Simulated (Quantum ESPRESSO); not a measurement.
# KBr (Fm-3m) in Quantum ESPRESSO: further runs

Aim: see how the results for KBr move with the level of theory and the settings. Levels: AM05, LDA, PBE. Tasks: dielectric tensor, phonons and Raman activities.

Program: Quantum ESPRESSO 7.5. These are calculated values, not measurements. Logs are shortened: lines on timing, memory, paths and dates and some standing lists are left out, and cuts for length are marked.

**Experimental background.**

From a printed reference work, monograph, for a bulk crystal of KBr: high-frequency dielectric constant 2.36.

How close the calculation comes is told below.

## Step 1: Starting point

Symmetry: Fm-3m, No. 225, cubic system. The conventional cell has a = 6.600 Å, b = 6.600 Å, c = 6.600 Å, α = 90.00°, β = 90.00°, γ = 90.00°. Around Br (site symmetry m-3m) lie 6 K at 3.30 Å. K (site symmetry m-3m) has 6 Br at 3.30 Å as nearest neighbours.

## Step 2: Dielectric tensor, AM05

The input, pw.in:

```
&CONTROL
  calculation = 'scf'
  prefix = 'pwscf'
  outdir = './tmp'
  pseudo_dir = './pseudo'
  tprnfor = .true.
  tstress = .true.
  disk_io = 'low'
/
&SYSTEM
  ibrav = 0
  nat = 2
  ntyp = 2
  ecutwfc = 74
  nbnd = 14
  input_dft = 'XC-000I-000I-120L-135L-000I-000I'
  occupations = 'smearing'
  smearing = 'fd'
  degauss = 0.00367493
/
&ELECTRONS
  conv_thr = 4d-10
  electron_maxstep = 120
  mixing_beta = 0.5
/
ATOMIC_SPECIES
Br    79.9040 Br.upf
K     39.0983 K.upf
CELL_PARAMETERS angstrom
   0.0000000000    3.3000000000    3.3000000000
   3.3000000000    0.0000000000    3.3000000000
   3.3000000000    3.3000000000    0.0000000000
ATOMIC_POSITIONS crystal
Br     0.5000000000    0.5000000000    0.5000000000
K      0.0000000000    0.0000000000    0.0000000000
K_POINTS automatic
6 6 6 1 1 1
```

The input, scf2.in:

```
&CONTROL
  calculation = 'scf'
  prefix = 'pwscf'
  outdir = './tmp'
  pseudo_dir = './pseudo'
  tprnfor = .true.
  tstress = .true.
  disk_io = 'low'
/
&SYSTEM
  ibrav = 0
  nat = 2
  ntyp = 2
  ecutwfc = 74
  nbnd = 14
  input_dft = 'XC-000I-000I-120L-135L-000I-000I'
  occupations = 'fixed'
/
&ELECTRONS
  conv_thr = 1d-13
  electron_maxstep = 120
  mixing_beta = 0.5
  startingpot = 'file'
  startingwfc = 'file'
/
ATOMIC_SPECIES
Br    79.9040 Br.upf
K     39.0983 K.upf
CELL_PARAMETERS angstrom
   0.0000000000    3.3000000000    3.3000000000
   3.3000000000    0.0000000000    3.3000000000
   3.3000000000    3.3000000000    0.0000000000
ATOMIC_POSITIONS crystal
Br     0.5000000000    0.5000000000    0.5000000000
K      0.0000000000    0.0000000000    0.0000000000
K_POINTS automatic
6 6 6 1 1 1
```

The input, ph.in:

```
dielectric of KBr
&INPUTPH
  prefix = 'pwscf'
  outdir = './tmp'
  tr2_ph = 1d-18
  fildyn = 'dyn'
  niter_ph = 90
  alpha_mix(1) = 0.7
  epsil = .true.
  trans = .false.
  zeu = .true.
/
0.0000000000 0.0000000000 0.0000000000
```

Potentials or basis: PseudoDojo 0.4.1 SR PBE standard.

Command:

```
$ OMP_NUM_THREADS=1 pw.x -in pw.in > pw.out
$ OMP_NUM_THREADS=1 pw.x -in scf2.in > scf2.out
$ OMP_NUM_THREADS=1 ph.x -in ph.in > ph.out
```

pw.out:

```text
This program is part of the open-source Quantum ESPRESSO suite
     for quantum simulation of materials; please cite
         "P. Giannozzi et al., J. Phys.:Condens. Matter 21 395502 (2009);
         "P. Giannozzi et al., J. Phys.:Condens. Matter 29 465901 (2017);
         "P. Giannozzi et al., J. Chem. Phys. 152 154105 (2020);
     in publications or presentations arising from this work. More details at

     IMPORTANT: XC functional enforced from input :
     Exchange-correlation= XC-000I-000I-120L-135L-000I-000I
                           (   0   0 120 135   0   0   0)
     Any further DFT definition will be discarded
     Please, verify this is what you really want

     Message from routine setup:
     using ibrav=0 with symmetry is DISCOURAGED, use correct ibrav instead

     G-vector sticks info
     --------------------
     sticks:   dense  smooth     PW     G-vecs:    dense   smooth      PW
     Sum        1585    1585    463                41655    41655    6615

     Using Slab Decomposition

     bravais-lattice index     =            0
     lattice parameter (alat)  =       8.8192  a.u.
     unit-cell volume          =     485.0298 (a.u.)^3
     number of atoms/cell      =            2
     number of atomic types    =            2
     number of electrons       =        16.00
     number of Kohn-Sham states=           14
     kinetic-energy cutoff     =      74.0000  Ry
     charge density cutoff     =     296.0000  Ry
     scf convergence threshold =      4.0E-10
     mixing beta               =       0.5000
     number of iterations used =            8  plain     mixing
     Exchange-correlation= XC-000I-000I-120L-135L-000I-000I
                           (   0   0 120 135   0   0   0)

     celldm(1)=   8.819172  celldm(2)=   0.000000  celldm(3)=   0.000000
     celldm(4)=   0.000000  celldm(5)=   0.000000  celldm(6)=   0.000000

     crystal axes: (cart. coord. in units of alat)
               a(1) = (   0.000000   0.707107   0.707107 )
               a(2) = (   0.707107   0.000000   0.707107 )
               a(3) = (   0.707107   0.707107   0.000000 )

     reciprocal axes: (cart. coord. in units 2 pi/alat)
               b(1) = ( -0.707107  0.707107  0.707107 )
               b(2) = (  0.707107 -0.707107  0.707107 )
               b(3) = (  0.707107  0.707107 -0.707107 )

     PseudoPot. # 1 for Br read from file:
     Br.upf
     Pseudo is Norm-conserving + core correction, Zval =  7.0
     Generated using ONCVPSP code by D. R. Hamann
     Using radial grid of 1098 points,  6 beta functions with:
                l(1) =   0
                l(2) =   0
                l(3) =   1
                l(4) =   1
                l(5) =   2
                l(6) =   2

     PseudoPot. # 2 for K  read from file:
     K.upf
     Pseudo is Norm-conserving + core correction, Zval =  9.0
     Generated using ONCVPSP code by D. R. Hamann
     Using radial grid of 2222 points,  6 beta functions with:
                l(1) =   0
                l(2) =   0
                l(3) =   1
                l(4) =   1
                l(5) =   2
                l(6) =   2

     atomic species   valence    mass     pseudopotential
     Br                7.00    79.90400     Br( 1.00)
     K                 9.00    39.09830     K ( 1.00)

     48 Sym. Ops., with inversion, found

   Cartesian axes

     site n.     atom                  positions (alat units)
         1        Br     tau(   1) = (   0.7071068   0.7071068   0.7071068  )
         2        K      tau(   2) = (   0.0000000   0.0000000   0.0000000  )

     number of k points=    28  Fermi-Dirac smearing, width (Ry)=  0.0037
                       cart. coord. in units 2pi/alat
        k(    1) = (   0.0589256   0.0589256   0.0589256), wk =   0.0185185
        k(    2) = (   0.1767767   0.1767767  -0.0589256), wk =   0.0555556
        k(    3) = (   0.2946278   0.2946278  -0.1767767), wk =   0.0555556
        k(    4) = (  -0.2946278  -0.2946278   0.4124790), wk =   0.0555556
        k(    5) = (  -0.1767767  -0.1767767   0.2946278), wk =   0.0555556
        k(    6) = (  -0.0589256  -0.0589256   0.1767767), wk =   0.0555556
[... 20 lines left out ...]
        k(   27) = (   0.2946278   0.2946278   0.2946278), wk =   0.0185185
        k(   28) = (  -0.2946278  -0.2946278   0.8838835), wk =   0.0555556

     Dense  grid:    41655 G-vectors     FFT dimensions: (  50,  50,  50)

     WARNING: libxc functional with ID  120 depends
      on external parameters: check the user_guide of
      QE if you need to modify them or to check their
      default values.

     WARNING: libxc functional with ID  135 depends
      on external parameters: check the user_guide of
      QE if you need to modify them or to check their
      default values.

     Initial potential from superposition of free atoms

     starting charge      15.9807, renormalised to      16.0000
     Starting wfcs are    9 randomized atomic wfcs +    5 random wfcs

     Self-consistent Calculation

     iteration #  1     ecut=    74.00 Ry     beta= 0.50
     Davidson diagonalization with overlap
     ethr =  1.00E-02,  avg # of iterations =  7.4

     Threshold (ethr) on eigenvalues was too large:
     Diagonalizing with lowered threshold

     Davidson diagonalization with overlap
     ethr =  2.76E-04,  avg # of iterations =  4.9

     total energy              =     -91.46552440 Ry
     estimated scf accuracy    <       0.04285293 Ry

     iteration #  2     ecut=    74.00 Ry     beta= 0.50
     Davidson diagonalization with overlap
     ethr =  2.68E-04,  avg # of iterations =  3.1

     total energy              =     -91.47430341 Ry
     estimated scf accuracy    <       0.00226904 Ry

     iteration #  3     ecut=    74.00 Ry     beta= 0.50
     Davidson diagonalization with overlap
     c_bands:  1 eigenvalues not converged
     ethr =  1.42E-05,  avg # of iterations =  8.8

     total energy              =     -91.47494336 Ry
     estimated scf accuracy    <       0.00057156 Ry

     iteration #  4     ecut=    74.00 Ry     beta= 0.50
     Davidson diagonalization with overlap
     ethr =  3.57E-06,  avg # of iterations =  4.8

     total energy              =     -91.47504831 Ry
     estimated scf accuracy    <       0.00001272 Ry
[... 19 lines left out ...]
     total energy              =     -91.47505540 Ry
     estimated scf accuracy    <          7.5E-09 Ry

     iteration #  8     ecut=    74.00 Ry     beta= 0.50
     Davidson diagonalization with overlap
     ethr =  4.69E-11,  avg # of iterations =  3.3

     End of self-consistent calculation

          k = 0.0589 0.0589 0.0589 (  5143 PWs)   bands (ev):

   -26.5738 -11.1388 -10.0736 -10.0736 -10.0542   1.0408   1.1214   1.1214
     5.8129   8.7182   8.8514   8.8515   9.6394   9.6394

          k = 0.1768 0.1768-0.0589 (  5196 PWs)   bands (ev):

   -26.5721 -11.1941 -10.0822 -10.0727  -9.9749   0.6361   1.0029   1.0258
     6.5913   8.5236   9.1583   9.4749   9.9790  10.2271

          k = 0.2946 0.2946-0.1768 (  5214 PWs)   bands (ev):

   -26.5694 -11.2657 -10.0858 -10.0763  -9.8717   0.1571   0.8516   0.8534
     7.6063   8.9279  10.0173  10.3675  10.6920  11.2361

          k =-0.2946-0.2946 0.4125 (  5212 PWs)   bands (ev):

   -26.5684 -11.2872 -10.0832 -10.0807  -9.8406   0.0140   0.7865   0.8135
     7.8508   9.3265  10.6499  10.9450  11.0617  11.2195

          k =-0.1768-0.1768 0.2946 (  5213 PWs)   bands (ev):
[... 6 lines left out ...]
   -26.5729 -11.1666 -10.0780 -10.0765 -10.0114   0.8055   1.0684   1.0775
     6.2257   8.4384   9.1536   9.1910   9.7411  10.0011

          k = 0.2946 0.0589 0.0589 (  5208 PWs)   bands (ev):

   -26.5713 -11.1856 -10.0858 -10.0845  -9.9748   0.5243   0.9937   1.0086
     6.8423   8.0051   9.7869   9.7999   9.9528  10.5632

          k = 0.4125 0.1768-0.0589 (  5210 PWs)   bands (ev):

   -26.5691 -11.1972 -10.1005 -10.0876  -9.9492   0.3008   0.8400   0.8832
     7.7160   8.0048  10.2548  10.4843  10.7900  10.8675

          k =-0.1768-0.4125 0.5303 (  5218 PWs)   bands (ev):

   -26.5677 -11.2154 -10.1088 -10.0928  -9.9142   0.1995   0.6769   0.7960
     8.1417   8.9829  10.0447  10.5245  11.2036  11.4777

          k =-0.0589-0.2946 0.4125 (  5220 PWs)   bands (ev):

   -26.5685 -11.2236 -10.1104 -10.0829  -9.9070   0.2303   0.7556   0.8168
     8.0659   8.5467  10.0360  10.3674  10.8330  11.4782

          k = 0.0589-0.1768 0.2946 (  5207 PWs)   bands (ev):

   -26.5707 -11.2139 -10.0905 -10.0768  -9.9391   0.4185   0.9256   0.9510
     7.1483   8.2797   9.6712   9.9540  10.2575  10.7289

          k = 0.5303 0.0589 0.0589 (  5221 PWs)   bands (ev):

   -26.5679 -11.1083 -10.1112 -10.1028 -10.0553   0.3207   0.8532   0.8861
     7.3144   8.1019  10.3746  10.5129  11.3028  11.4588

          k =-0.0589-0.5303 0.6482 (  5222 PWs)   bands (ev):

   -26.5670 -11.0936 -10.1481 -10.1121 -10.0325   0.3899   0.6898   0.8004
     7.5248   8.8355   9.8968  10.6089  10.8259  11.7413

          k = 0.0589-0.4125 0.5303 (  5220 PWs)   bands (ev):

   -26.5673 -11.1744 -10.1322 -10.0980  -9.9469   0.3370   0.5781   0.7785
     8.2488   9.0299   9.7072  10.2977  11.1691  11.6277

          k = 0.1768-0.2946 0.4125 (  5223 PWs)   bands (ev):

   -26.5685 -11.2565 -10.0938 -10.0823  -9.8753   0.1171   0.7683   0.8221
     7.9088   8.9854  10.3996  10.5098  10.9059  11.3893

          k =-0.6482 0.0589 0.0589 (  5230 PWs)   bands (ev):

   -26.5670 -11.0510 -10.1525 -10.1074 -10.0910   0.3471   0.8157   0.8584
     7.1656   8.4425  10.4207  10.5218  10.9081  11.7914

          k =-0.5303 0.1768-0.0589 (  5217 PWs)   bands (ev):

   -26.5677 -11.1451 -10.1145 -10.1052  -9.9984   0.3156   0.7576   0.8306
     7.6521   8.4251  10.1101  10.7288  11.0032  11.3810

          k =-0.4125 0.0589 0.0589 (  5208 PWs)   bands (ev):

   -26.5694 -11.1659 -10.0952 -10.0949  -9.9912   0.3552   0.9164   0.9389
     7.4875   7.6230  10.1425  10.6057  10.6757  10.8411

          k = 0.1768 0.1768 0.1768 (  5201 PWs)   bands (ev):

   -26.5714 -11.2215 -10.0759 -10.0759  -9.9407   0.4782   0.9710   0.9710
     6.8818   8.6707   9.4677   9.4677  10.3191  10.3191

          k = 0.2946 0.2946 0.0589 (  5210 PWs)   bands (ev):
[... 21 lines left out ...]
   -26.5675 -11.1777 -10.1203 -10.1042  -9.9470   0.3041   0.6721   0.7618
     8.2371   8.6830   9.6976  10.6263  11.2503  11.4163

          k =-0.0589-0.2946 0.6482 (  5213 PWs)   bands (ev):

   -26.5669 -11.1321 -10.1375 -10.1233  -9.9777   0.4493   0.5892   0.7056
     8.1772   8.9793   9.4174  10.2632  11.4848  11.7454

          k =-0.7660 0.1768 0.1768 (  5223 PWs)   bands (ev):

   -26.5671 -11.1352 -10.1428 -10.0975  -9.9938   0.4010   0.5595   0.8172
     7.7881   9.2268   9.7059  10.4146  11.0490  11.3544

          k = 0.2946 0.2946 0.2946 (  5225 PWs)   bands (ev):

   -26.5689 -11.2920 -10.0783 -10.0783  -9.8387   0.0342   0.8309   0.8309
     7.6918   9.2642  10.5068  10.5069  11.2053  11.2053

          k =-0.2946-0.2946 0.8839 (  5217 PWs)   bands (ev):

   -26.5680 -11.2519 -10.1007 -10.0829  -9.8763   0.1079   0.7227   0.8037
     8.0600   9.1819  10.2483  10.7210  10.7921  11.7749

     the Fermi energy is     2.6519 ev

!    total energy              =     -91.47505540 Ry
     estimated scf accuracy    <          8.9E-11 Ry
     smearing contrib. (-TS)   =      -0.00000000 Ry
     internal energy E=F+TS    =     -91.47505540 Ry

     The total energy is F=E-TS. E is the sum of the following terms:
     one-electron contribution =     -29.01894428 Ry
     hartree contribution      =      19.21594623 Ry
     xc contribution           =     -22.87418219 Ry
     ewald contribution        =     -58.79787517 Ry

     convergence has been achieved in   8 iterations

     Forces acting on atoms (cartesian axes, Ry/au):

     atom    1 type  1   force =    -0.00000000   -0.00000000    0.00000000
     atom    2 type  2   force =     0.00000000    0.00000000    0.00000000

     Total force =     0.000000     Total SCF correction =     0.000000

     Computing stress (Cartesian axis) and pressure

          total   stress  (Ry/bohr**3)                   (kbar)     P=        4.48
   0.00003042   0.00000000   0.00000000            4.48        0.00        0.00
   0.00000000   0.00003042  -0.00000000            0.00        4.48       -0.00
   0.00000000  -0.00000000   0.00003042            0.00       -0.00        4.48

=------------------------------------------------------------------------------=
   JOB DONE.
=------------------------------------------------------------------------------=
```

Run time: 5.3 min. Hardware: 1 thread of Arm Neoverse V2, shared host; peak memory 0.11 GiB.

What came out:

- Free energy: -1244.5815 eV
- Pressure: 0.4 GPa
- Electronic dielectric tensor (diagonal): 2.55
- Born charges (mean of the diagonal): Br -1.14; K +1.14 e

Electronic dielectric tensor:
```
2.55 0.00 0.00
0.00 2.55 0.00
0.00 0.00 2.55
```

Born effective charge tensors (e):
atom 1, Br
```
-1.14  0.00  0.00
 0.00 -1.14  0.00
 0.00  0.00 -1.14
```
atom 2, K
```
1.14 0.00 0.00
0.00 1.14 0.00
0.00 0.00 1.14
```

Caveat: the potentials were made for another functional, which shifts forces and pressure.

(Part 1 of 4 ends here.)
